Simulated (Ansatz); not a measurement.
Start from GeO₂ (space group P3_121, No. 152).

```
CELL_PARAMETERS angstrom
      4.98872     0.00000     0.00000
     -2.49436     4.32036     0.00000
      0.00000     0.00000     5.67527
ATOMIC_POSITIONS crystal
  Ge 0.45108 0.00000 0.33333
  Ge 0.00000 0.45108 0.66667
  Ge 0.54892 0.54892 0.00000
  O  0.39622 0.30313 0.24343
  O  0.69687 0.09309 0.57676
  O  0.90691 0.60378 0.91010
  O  0.09309 0.69687 0.42324
  O  0.30313 0.39622 0.75657
  O  0.60378 0.90691 0.08990
```

Computed with r2SCAN (Ansatz, a program for electronic structure; PAW; 500 eV plane waves; no spin-orbit coupling).

Base values:

| Quantity | Value |
|---|---|
| Pressure | 0.00 GPa |

One thing is altered: the cell is scaled by 1.0090 in all directions, atoms relaxed at fixed cell.

How does this affect the mean gap deformation potential ΔEg/Δln V?

The mean gap deformation potential ΔEg/Δln V is -1.7 eV.

What does the calculation give for the energy relative to the base after the change?

The energy increases by 1.3 meV/atom.

What happens to the pressure?

The pressure (mean of the normal stresses, compression positive) goes from zero to -1.10 GPa.

How does this affect the largest internal atomic displacement?

The largest internal atomic displacement is 0.037 Å.

The cells carry an imposed strain or load. Whether these cells are dynamically stable was not tested.
